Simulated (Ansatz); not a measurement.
Consider the ligand exchange at the Si–C bond: `F[SiH2]CS` + acetic acid → `CC(=O)O[SiH2]F` + CH₃SH.

Computed with Ansatz on PBE0-D4/def2-TZVP structures; ΔE is electronic, products minus reactants. CCSD(T)/CBS adds triple-zeta CCSD(T) − MP2 to the extrapolated MP2 energy (def2 sets, frozen cores). This one scheme is used for every species. Functionals use def2-TZVPP. HSE06 is defined as in plane-wave codes. Each species was taken in one conformer, which may not be the lowest.

| level | ΔE (kJ/mol) |
| --- | --- |
| HSE06-D4 | -85.9 |
| SCS-MP2/def2-QZVPP | -100.2 |

Task: What does CCSD(T)/CBS give? (Estimate.)

Result: Ansatz gave: -96.0 kJ/mol. The listed levels differ from it by 10.1, -4.2 kJ/mol.

Largest T1 diagnostic among the species: 0.015.

From BLYP to BHLYP (50 % exact exchange), in def2-TZVPP and without D4, ΔE moves by −9.6 kJ/mol. Leaving LDA and LC-ωPBE aside and taking each functional with its dispersion term where it has one, the values, not all of them listed here, spread over 18.4 kJ/mol, from BHLYP-D4 to revPBE-D4. At CCSD(T), def2-SVP lies +8.7 kJ/mol from the extrapolated value and def2-TZVPP −0.9 kJ/mol.

CCSD(T)/CBS has its own doubt, a few kJ/mol and more with outer-core shells, so smaller differences from it don't rank the levels.
